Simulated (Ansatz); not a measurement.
# InP (zincblende type): Wannier functions and tight-binding models, part 3 of 3

Where do the localised orbitals of InP (zincblende type) sit, how far are they spread, and how do the settings change that? Plan: PBE, anion s p, 6×6×6; PBE, anion s p, 4×4×4; PBE, anion p, 6×6×6; PBE, all s p, disentangled, 6×6×6; PBE, cation s and anion p, disentangled, 6×6×6; r2SCAN, anion s p, 6×6×6; r2SCAN, all s p, disentangled, 6×6×6; r2SCAN, anion p, 6×6×6; HSE06, anion s p, 6×6×6; HSE06, cation s and anion p, disentangled, 6×6×6 (level, trial orbitals, Wannier mesh).

Ansatz 0.2.0; plane waves, PAW; no spin-orbit coupling unless a run is so named. The steps go on from the part before.

## (8) r2SCAN, all s p, disentangled, 6×6×6

File input.yaml:

```yaml
crystal:
  lattice:
    - [0.0, 2.953787637, 2.953787637]
    - [2.953787637, 0.0, 2.953787637]
    - [2.953787637, 2.953787637, 0.0]
  atoms:
    - { symbol: In, position: [0.0, 0.0, 0.0] }
    - { symbol: P, position: [0.25, 0.25, 0.25] }
kpoints:
  mp_grid: { grid: [6, 6, 6] }
  band_path:
    path:
      - [[0.0, 0.0, 0.0], [-0.5, -0.5, -1.58702752069e-33], [-0.375, -0.375, 0.25]]
      - [[-0.375, 1.690291113182e-17, 0.375], [0.0, 0.0, 0.0], [-9.420550808186e-17, 1.181298130025e-17, 0.5], [-0.5, -0.25, 0.25], [-0.5, -0.5, -1.58702752069e-33]]
    npoints: 10
hamiltonian:
  xc: r2scan
scf:
  occupations: { method: fixed }
  n_extra_bands: 8
output:
  forces: false
  stress: false
  eigenvalues: true
  wannier:
    kmesh: [6, 6, 6]
    projections:
      - { species: P, l: s, shell: 3 }
      - { species: P, l: p, shell: 3 }
      - { species: In, l: s, shell: 5 }
      - { species: In, l: p, shell: 5 }
    minimise: true
    write_hr: true
    conv_tol: 1.0e-08
    max_iter: 3000
    disentanglement: { window: [-19.48, 23.55], frozen_window: [-1.48, 9.05] }
```

Launch:

```console
$ ansatz run input.yaml --threads 4 --pin off --max-ram 3686MiB --backend cpu --events-out ev --progress --plain --runs-dir out
```

The program printed:

```text
Warning: RAYON_NUM_THREADS=4 ignored (pool sized by the plan → 4); use --threads N
scf.n_extra_bands = 8 over 9 filled bands (N_el = 18.0): the run solves 17 bands
Engine: ansatz 0.2.0, aarch64-unknown-linux-gnu
Pseudopotentials: kind: paw
Pseudopotential: In, paw, valence charge 13, recommended cutoff 500 eV (meta_gga), In.paw.azcp
Pseudopotential: P, paw, valence charge 5, recommended cutoff 500 eV (meta_gga), P.paw.azcp
Functional definition: r2SCAN
  parameter k0 = 0.174
  parameter k1 = 0.065
  parameter a1 = 4.9479
  exchange = r2scan_x(k0 = k0, k1 = k1, a1 = a1)
  correlation = r2scan_c
Crystal: 2 atoms, lattice volume = 51.543 Å³
Basis set: ecut = 500 eV, 1363 PW (Γ), exchange–correlation on 128×128×128 points (64 copies of the dense FFT grid, shifted against one another)
Bands: 17, of which v1, the nominal top of the filled ones, is band 9 counted from 1 (8 counted from 0)
Symmetry: 24 space group operations
Space group: F-43m (ITA 216), of the structure as read, at distance tolerance 3.7e-5 Å
k-points: 16 of 216 (time reversal used)
Non-local potential: In, projectors of the file, l = 0: 2, l = 1: 2, l = 2: 2, l = 3: 2
Non-local potential: P, projectors of the file, l = 0: 2, l = 1: 2, l = 2: 2
PAW form: soft (Blöchl's): semilocal exchange-correlation on the pseudo side does not see the compensation charge
PAW frozen core: In, regenerated for the run's functional (the file was generated under x = pbe(κ = 0.804, μ = 0.2195149727645171), c = pbe(β = 0.06672455060314922))
PAW frozen core: P, regenerated for the run's functional (the file was generated under x = pbe(κ = 0.804, μ = 0.2195149727645171), c = pbe(β = 0.06672455060314922))
PAW one-centre angular grid: In, 590 points (default); XC on 289 of its mesh's 2783 points in the sphere
PAW one-centre angular grid: P, 302 points (default); XC on 160 Gauss nodes
Initial density: superposition of atomic densities (neutral atoms: chi_scale 0, normalization atom), corrected by the library's trained network
Initial wavefunctions: pseudopotential atomic-orbital guess
Functional: x = r2scan, c = r2scan; τ floored in thin density (d = 2e-4 eV/Å³)
SCF iter   1: F=—  HF=-6371.721655 eV  |F-HF|=—  |Δ(HF+E_count)|=         —  Δρ=6.96e-3  dr2=1.81e-2  dr2_τ=1.04e-2  ethr=1.77e-3  ⟨swp⟩=4.9  Hψ=1317  notcnv=0  defer=90
preconditioner: auto → none  [insulator: Δε(μ)=0.967 eV  Ē_g=18.492 eV  n_scr=14 (ndim 8)  ℏωp=21.9 eV  f_vac=0.023  ε∞_Penn≈2.4]
SCF iter   2: F=—  HF=-6371.728965 eV  |F-HF|=—  |Δ(HF+E_count)|=   7.31e-3  Δρ=1.82e-3  dr2=2.00e-3  dr2_τ=1.14e-4  ethr=1.01e-4  ⟨swp⟩=2.9  Hψ=604  notcnv=0  defer=93
SCF iter   3: F=—  HF=-6371.728955 eV  |F-HF|=—  |Δ(HF+E_count)|=   1.06e-5  Δρ=1.09e-3  dr2=3.66e-4  dr2_τ=1.04e-5  ethr=1.11e-5  ⟨swp⟩=3.3  Hψ=403  notcnv=0  defer=92
SCF iter   4: F=—  HF=-6371.729047 eV  |F-HF|=—  |Δ(HF+E_count)|=   9.20e-5  Δρ=4.82e-4  dr2=7.16e-5  dr2_τ=1.22e-6  ethr=2.03e-6  ⟨swp⟩=1.9  Hψ=244  notcnv=0  defer=91
SCF iter   5: F=—  HF=-6371.729055 eV  |F-HF|=—  |Δ(HF+E_count)|=   7.67e-6  Δρ=9.88e-5  dr2=2.88e-6  dr2_τ=5.93e-8  ethr=3.98e-7  ⟨swp⟩=2.4  Hψ=286  notcnv=0  defer=73
SCF iter   6: F=-6371.729055 eV  HF=-6371.729055 eV  |F-HF|=2.64e-9  |Δ(HF+E_count)|=   6.00e-7  Δρ=1.66e-5  dr2=8.74e-8  dr2_τ=1.66e-9  ethr=5.56e-10  ⟨swp⟩=8.2  Hψ=1789  notcnv=0
SCF 1 converged in 6 iterations: F = -6371.729055 eV  dr2 = 8.74e-8
NSCF: frozen V_eff on 62 k-points
NSCF: frozen V_eff on 19 k-points
the Wannier pass solved 19 of the 216 points of its mesh, and has the states at the others by symmetry: states obtained by the crystal's operations at points that were solved too leave a residual of 2.53e-13 eV (read by the count's bands and the next), within 6.67e-6 eV
NSCF: frozen V_eff on 19 k-points
the Wannier pass solved 19 of the 216 points of its mesh, and has the states at the others by symmetry: states obtained by the crystal's operations at points that were solved too leave a residual of 4.27e-13 eV (read by the count's bands and the next), within 6.67e-6 eV
SCF converged after 6 iterations
Free energy (F): -6371.729055 eV
Harris-Foulkes:  -6371.729055 eV  (|F-HF|=2.64e-9)
Internal energy: -6371.729055 eV  (E = F + TS)
E sigma→0 (E₀):  -6371.729055 eV
Fermi energy:    6.523765 eV
--- Per-component energies (eV) ---
  E_band       = -66.034018
  E_kinetic    = 312.696942
  E_local      = -1414.042591  (includes V_loc(G=0)·N_el)
  E_nonlocal   = 401.519419
  E_hartree    = 558.473368
  E_xc         = -258.751686
  E_vxc        = -170.888513  (∫ρ·V_xc dr)
  E_paw        = -4761.414986  (= ΣΔE_a)
  E_vpaw       = -322.467522  (= ΣTr[D̂ρ^β])
  E_aug_tail   = 0.000008  (compensation charges beyond the density's cutoff)
  E_vtau       = 10.207980  (kinetic-family band-sum trace: ∫τ·v_τ [+ j·A + Jᵃ·Aᵃ] dr)
  E_ewald      = -1211.084232
  E_core_change = 0.874704  (= ΣΔE_core)
  E_smearing   = -0.000000  (= −TS)
  E_closure    = -0.000000  (closes the sum)
  Σ components = -6371.729055   (vs F -6371.729055, Δ=0.00e0)
--- Band table (eV; the first three rows and the last of 16) ---
  k-point 0: bands = ["-8.1442", "-8.1442", "-8.1442", "-7.9886", "-7.9886", "-5.3102", "6.5238", "6.5238", "6.5238", "7.5486", "10.9468", "10.9468", "10.9468", "15.5290", "16.3540", "16.3540", "18.2621"]
  k-point 1: bands = ["-8.1762", "-8.1319", "-8.1319", "-7.9880", "-7.9880", "-4.9931", "4.3699", "6.2220", "6.2220", "8.6179", "11.3502", "11.3902", "11.3902", "15.5349", "15.5349", "16.4616", "17.9048"]
  k-point 2: bands = ["-8.2354", "-8.1119", "-8.1119", "-7.9818", "-7.9818", "-4.1817", "1.9425", "5.7478", "5.7478", "8.4779", "11.7285", "11.7285", "13.1781", "15.8584", "16.0417", "16.0417", "20.9188"]
  k-point 15: bands = ["-8.3074", "-8.0713", "-8.0475", "-8.0158", "-7.9669", "-2.8827", "0.8652", "3.7100", "3.7526", "10.0888", "10.4340", "13.7298", "13.9991", "17.1954", "18.2223", "18.9879", "19.1030"]
Wannier search: line search 1 of at most 3000: gauge-dependent spread (as the search counts it) 6.3405267 Å², largest recent change 1.9e0 Å² and fall left 7.2e-3 Å² against conv_tol 1.0e-8 Å², 0 stops escaped
```

Wall time 6.1 s (4 threads of Arm Neoverse V1, shared host); peak memory 0.48 GiB.

The windows are typed on the program's own energy scale, on which the last band filled by count tops at 6.52 eV.

The head of wannier.spreads.toml:

```toml
omega_i_ang2 = 12.122451646414106
omega_d_ang2 = 0.04208618513265745
omega_od_ang2 = 1.8307469492646045
omega_total_ang2 = 13.995284780811367
least_projectability = 0.764723493666355
b_vectors_match_mmn = true
n_iter = 25
converged = true
rejected_fitted_steps = 0
dis_converged = true
dis_n_iter = 256
dis_n_moved = 0
dis_level_miss = 0.014954858945590923
```

The functions (centres in Å, on-site energies from the top of the filled bands):

| n | x | y | z | spread (Å²) | on-site (eV) | nearest atoms | distance (Å) |
| --- | --- | --- | --- | --- | --- | --- | --- |
| 1 | 1.109 | 1.109 | 1.845 | 1.387 | -1.128 | P2 | 0.64 |
| 2 | 1.845 | 1.845 | 1.845 | 1.387 | -1.128 | P2 | 0.64 |
| 3 | 1.845 | 1.109 | 1.109 | 1.387 | -1.128 | P2 | 0.64 |
| 4 | 1.109 | 1.845 | 1.109 | 1.387 | -1.128 | P2 | 0.64 |
| 5 | 0.513 | 0.513 | -0.513 | 2.112 | 2.327 | In1 | 0.89 |
| 6 | -0.513 | -0.513 | -0.513 | 2.112 | 2.327 | In1 | 0.89 |
| 7 | -0.513 | 0.513 | 0.513 | 2.112 | 2.327 | In1 | 0.89 |
| 8 | 0.513 | -0.513 | 0.513 | 2.112 | 2.327 | In1 | 0.89 |

Along the path each interpolated band stays within 0.08, 0.02, 0.04, 0.03, 0.34, 1.13, 1.14, 1.20 eV of the nearest computed level, from the lowest band up; bands outside the frozen window needn't match, and between the mesh's points a coarse mesh lets the others stray too.

Misses of an eV or more mean that the model does not follow those bands.

## (9) r2SCAN, anion p, 6×6×6

input.yaml, as its differences from that of step 8:

```diff
@@ -19,3 +19,3 @@
   occupations: { method: fixed }
-  n_extra_bands: 8
+  n_extra_bands: 6
 output:
@@ -26,7 +26,3 @@
     kmesh: [6, 6, 6]
-    projections:
-      - { species: P, l: s, shell: 3 }
-      - { species: P, l: p, shell: 3 }
-      - { species: In, l: s, shell: 5 }
-      - { species: In, l: p, shell: 5 }
+    projections: [{ species: P, l: p, shell: 3 }]
     minimise: true
@@ -35,2 +31 @@
     max_iter: 3000
-    disentanglement: { window: [-19.48, 23.55], frozen_window: [-1.48, 9.05] }
```

Launch:

```console
$ ansatz run input.yaml --threads 4 --pin off --max-ram 3686MiB --backend cpu --events-out ev --progress --plain --runs-dir out
```

The program printed, shortened:

```text
Warning: RAYON_NUM_THREADS=4 ignored (pool sized by the plan → 4); use --threads N
scf.n_extra_bands = 6 over 9 filled bands (N_el = 18.0): the run solves 15 bands
[...]
[... 4 set-up lines as earlier in the session ...]
[...]
Crystal: 2 atoms, lattice volume = 51.543 Å³
[...]
Free energy (F): -6371.729055 eV
[...]
E sigma→0 (E₀):  -6371.729055 eV
Fermi energy:    6.523764 eV
[...]
--- Band table (eV; the first three rows and the last of 16) ---
  k-point 0: bands = ["-8.1442", "-8.1442", "-8.1442", "-7.9886", "-7.9886", "-5.3103", "6.5238", "6.5238", "6.5238", "7.5486", "10.9468", "10.9468", "10.9468", "15.5290", "16.3540"]
[...]
Wannier search: line search 1 of at most 3000: gauge-dependent spread (as the search counts it) 0.8932366 Å², largest recent change 7.4e-2 Å² and fall left 6.5e-5 Å² against conv_tol 1.0e-8 Å², 0 stops escaped
```

It took 3.2 s on 4 threads of Arm Neoverse V1, shared host; peak memory 0.42 GiB.

wannier.win names the bands that the functions span: 7-9 (counted from 1; 9 are filled).

The head of wannier.spreads.toml:

```toml
omega_i_ang2 = 9.221503525475377
omega_d_ang2 = 0.023436697053807874
omega_od_ang2 = 0.422923324060956
omega_total_ang2 = 9.66786354659014
least_projectability = 0.6373249904508075
b_vectors_match_mmn = true
n_iter = 28
converged = true
rejected_fitted_steps = 4
```

The functions (centres in Å, on-site energies from the top of the filled bands):

| n | x | y | z | spread (Å²) | on-site (eV) | nearest atoms | distance (Å) |
| --- | --- | --- | --- | --- | --- | --- | --- |
| 1 | 1.323 | 1.776 | 1.631 | 3.223 | -2.842 | P2 | 0.37 |
| 2 | 1.776 | 1.323 | 1.631 | 3.223 | -2.842 | P2 | 0.37 |
| 3 | 1.323 | 1.323 | 1.178 | 3.223 | -2.842 | P2 | 0.37 |

Along the path each interpolated band stays within 0.19, 0.05, 0.02 eV of the nearest computed level, from the lowest band up.

## (10) HSE06, anion s p, 6×6×6

File input.yaml:

```yaml
crystal:
  lattice:
    - [0.0, 2.953787637, 2.953787637]
    - [2.953787637, 0.0, 2.953787637]
    - [2.953787637, 2.953787637, 0.0]
  atoms:
    - { symbol: In, position: [0.0, 0.0, 0.0] }
    - { symbol: P, position: [0.25, 0.25, 0.25] }
kpoints:
  mp_grid: { grid: [6, 6, 6] }
  band_path:
    path:
      - [0.0, 0.0, 0.0]
      - [-0.5, -0.5, 0.0]
      - [-0.375, -0.375, 0.25]
      - [-0.375, 0.0, 0.375]
      - [0.0, 0.0, 0.5]
      - [-0.5, -0.25, 0.25]
    npoints: 1
hamiltonian:
  xc: hse06
scf:
  occupations: { method: fixed }
  n_extra_bands: 6
output:
  forces: false
  stress: false
  eigenvalues: true
  wannier:
    kmesh: [6, 6, 6]
    projections: [{ species: P, l: s, shell: 3 }, { species: P, l: p, shell: 3 }]
    minimise: true
    write_hr: true
    conv_tol: 1.0e-08
    max_iter: 3000
```

Launch:

```console
$ ansatz run input.yaml --threads 4 --pin off --max-ram 3686MiB --backend cpu --events-out ev --progress --plain --runs-dir out
```

The program printed, shortened:

```text
Warning: RAYON_NUM_THREADS=4 ignored (pool sized by the plan → 4); use --threads N
scf.n_extra_bands = 6 over 9 filled bands (N_el = 18.0): the run solves 15 bands
[...]
[... 3 set-up lines as earlier in the session ...]
Functional definition: HSE06
[...]
Frozen-core exchange: fock
[...]
E sigma→0 (E₀):  -6358.505949 eV
Fermi energy:    6.285185 eV
[...]
--- Band table (eV; the first three rows and the last of 16) ---
  k-point 0: bands = ["-9.6057", "-9.6057", "-9.6057", "-9.4523", "-9.4523", "-6.2830", "6.2852", "6.2852", "6.2852", "7.6424", "11.1950", "11.1950", "11.1950", "15.7370", "16.7084"]
[...]
Wannier search: line search 1 of at most 3000: gauge-dependent spread (as the search counts it) 3.6321920 Å², largest recent change 2.8e-1 Å² and fall left 1.0e-3 Å² against conv_tol 1.0e-8 Å², 0 stops escaped
```

Run time: 96 s. Hardware: 4 threads of Arm Neoverse V1, shared host; peak memory 1.6 GiB.

wannier.win names the bands that the functions span: 6-9 (counted from 1; 9 are filled).

The head of wannier.spreads.toml:

```toml
omega_i_ang2 = 7.551980898494733
omega_d_ang2 = 0.010231330331236722
omega_od_ang2 = 0.6176291818816857
omega_total_ang2 = 8.179841410707656
least_projectability = 0.7818433997661248
b_vectors_match_mmn = true
n_iter = 23
converged = true
rejected_fitted_steps = 1
```

The functions (centres in Å, on-site energies from the top of the filled bands):

| n | x | y | z | spread (Å²) | on-site (eV) | nearest atoms | distance (Å) |
| --- | --- | --- | --- | --- | --- | --- | --- |
| 1 | 0.954 | 1.999 | 1.999 | 2.045 | -4.960 | P2 | 0.91 |
| 2 | 1.999 | 0.954 | 1.999 | 2.045 | -4.960 | P2 | 0.91 |
| 3 | 0.954 | 0.954 | 0.954 | 2.045 | -4.960 | P2 | 0.91 |
| 4 | 1.999 | 1.999 | 0.954 | 2.045 | -4.960 | P2 | 0.91 |

## (11) HSE06, cation s and anion p, disentangled, 6×6×6

input.yaml, as its differences from that of step 10:

```diff
@@ -30,3 +30,3 @@
     kmesh: [6, 6, 6]
-    projections: [{ species: P, l: s, shell: 3 }, { species: P, l: p, shell: 3 }]
+    projections: [{ species: In, l: s, shell: 5 }, { species: P, l: p, shell: 3 }]
     minimise: true
@@ -35 +35,6 @@
     max_iter: 3000
+    disentanglement: { window: [-3.71, 19.64], frozen_window: [-0.71, 8.44] }
+  write_density: true
+  write_potential: true
+  elf: true
+  volumetric_format: npy
```

Launch:

```console
$ ansatz run input.yaml --threads 4 --pin off --max-ram 3686MiB --backend cpu --events-out ev --progress --plain --runs-dir out
```

The program printed, shortened:

```text
Warning: RAYON_NUM_THREADS=4 ignored (pool sized by the plan → 4); use --threads N
scf.n_extra_bands = 6 over 9 filled bands (N_el = 18.0): the run solves 15 bands
[...]
[... 4 set-up lines as earlier in the session ...]
[...]
Frozen-core exchange: fock
[...]
E sigma→0 (E₀):  -6358.505949 eV
Fermi energy:    6.285185 eV
[...]
--- Band table (eV; the first three rows and the last of 16) ---
  k-point 0: bands = ["-9.6057", "-9.6057", "-9.6057", "-9.4523", "-9.4523", "-6.2830", "6.2852", "6.2852", "6.2852", "7.6424", "11.1950", "11.1950", "11.1950", "15.7370", "16.7084"]
[...]
Wannier search: line search 1 of at most 3000: gauge-dependent spread (as the search counts it) 0.7833697 Å², largest recent change 1.1e-1 Å² and fall left 6.8e-5 Å² against conv_tol 1.0e-8 Å², 0 stops escaped
```

Wall time 3.9 min (4 threads of Arm Neoverse V1, shared host); peak memory 1.6 GiB.

The windows are typed on the program's own energy scale, on which the last band filled by count tops at 6.29 eV.

The head of wannier.spreads.toml:

```toml
omega_i_ang2 = 11.251475749803902
omega_d_ang2 = 0.084350613115196
omega_od_ang2 = 0.591168263815511
omega_total_ang2 = 11.926994626734608
least_projectability = 0.24221295982849914
b_vectors_match_mmn = true
n_iter = 36
converged = true
rejected_fitted_steps = 1
dis_converged = true
dis_n_iter = 73
dis_n_moved = 0
dis_level_miss = 0.004499944840923971
```

The functions (centres in Å, on-site energies from the top of the filled bands):

| n | x | y | z | spread (Å²) | on-site (eV) | nearest atoms | distance (Å) |
| --- | --- | --- | --- | --- | --- | --- | --- |
| 1 | 0.000 | 0.000 | 0.000 | 3.390 | 0.912 | In1 | 0.00 |
| 2 | 1.539 | 1.598 | 1.415 | 2.846 | -1.923 | P2 | 0.15 |
| 3 | 1.356 | 1.415 | 1.415 | 2.846 | -1.923 | P2 | 0.15 |
| 4 | 1.539 | 1.415 | 1.598 | 2.846 | -1.923 | P2 | 0.15 |

The least projectability is 0.24: some state is hardly reached by the trial orbitals.

## (12) Comparison

| run | functions | total spread (Å²) | invariant part (Å²) | mean spread (Å²) | largest miss of a band (eV) | time |
| --- | --- | --- | --- | --- | --- | --- |
| PBE, anion s p, 6×6×6 | 4 | 8.631 | 7.978 | 2.158 | 0.23 | 1.6 s |
| PBE, anion s p, 4×4×4 | 4 | 7.512 | 6.846 | 1.878 | 0.44 | 1.4 s |
| PBE, anion p, 6×6×6 | 3 | 9.934 | 9.446 | 3.311 | 0.23 | 1.6 s |
| PBE, all s p, disentangled, 6×6×6 | 8 | 13.175 | 11.400 | 1.647 | 1.21 | 3.8 s |
| PBE, cation s and anion p, disentangled, 6×6×6 | 4 | 11.888 | 11.213 | 2.972 | 1.05 | 3.4 s |
| r2SCAN, anion s p, 6×6×6 | 4 | 8.431 | 7.780 | 2.108 | 0.19 | 3.2 s |
| r2SCAN, all s p, disentangled, 6×6×6 | 8 | 13.995 | 12.122 | 1.749 | 1.20 | 6.1 s |
| r2SCAN, anion p, 6×6×6 | 3 | 9.668 | 9.222 | 3.223 | 0.19 | 3.2 s |
| HSE06, anion s p, 6×6×6 | 4 | 8.180 | 7.552 | 2.045 | not checked | 96 s |
| HSE06, cation s and anion p, disentangled, 6×6×6 | 4 | 11.927 | 11.251 | 2.982 | not checked | 3.9 min |

## (13) Outcome

This closing draws on all 3 parts.

| quantity | value |
| --- | --- |
| total spread, PBE, anion s p, 6×6×6 | 8.63 Å² over 4 functions |
| total spread, PBE, anion s p, 4×4×4 | 7.51 Å² over 4 functions |
| total spread, PBE, anion p, 6×6×6 | 9.93 Å² over 3 functions |
| total spread, PBE, all s p, disentangled, 6×6×6 | 13.17 Å² over 8 functions |
| total spread, PBE, cation s and anion p, disentangled, 6×6×6 | 11.89 Å² over 4 functions |
| total spread, r2SCAN, anion s p, 6×6×6 | 8.43 Å² over 4 functions |
| total spread, r2SCAN, all s p, disentangled, 6×6×6 | 14.00 Å² over 8 functions |
| total spread, r2SCAN, anion p, 6×6×6 | 9.67 Å² over 3 functions |
| total spread, HSE06, anion s p, 6×6×6 | 8.18 Å² over 4 functions |
| total spread, HSE06, cation s and anion p, disentangled, 6×6×6 | 11.93 Å² over 4 functions |
| centres of the first set | 0.91 Å from the nearest atom |

**Reading.** With PBE, anion s p, 6×6×6 the 4 functions move off the atoms, with a mean spread of 2.16 Å²; 92 % of the total is gauge invariant. The total spread goes from 7.51 Å² on 4×4×4 to 8.63 Å² on 6×6×6: finite differences in k understate it on coarse meshes, while the largest miss of a band goes from 0.44 to 0.23 eV. On one set and mesh the functional gives 8.63 (PBE), 8.43 (r2SCAN), 8.18 (HSE06) Å². The disentangled models miss some band by up to 1.2 eV, which may lie outside their frozen windows.
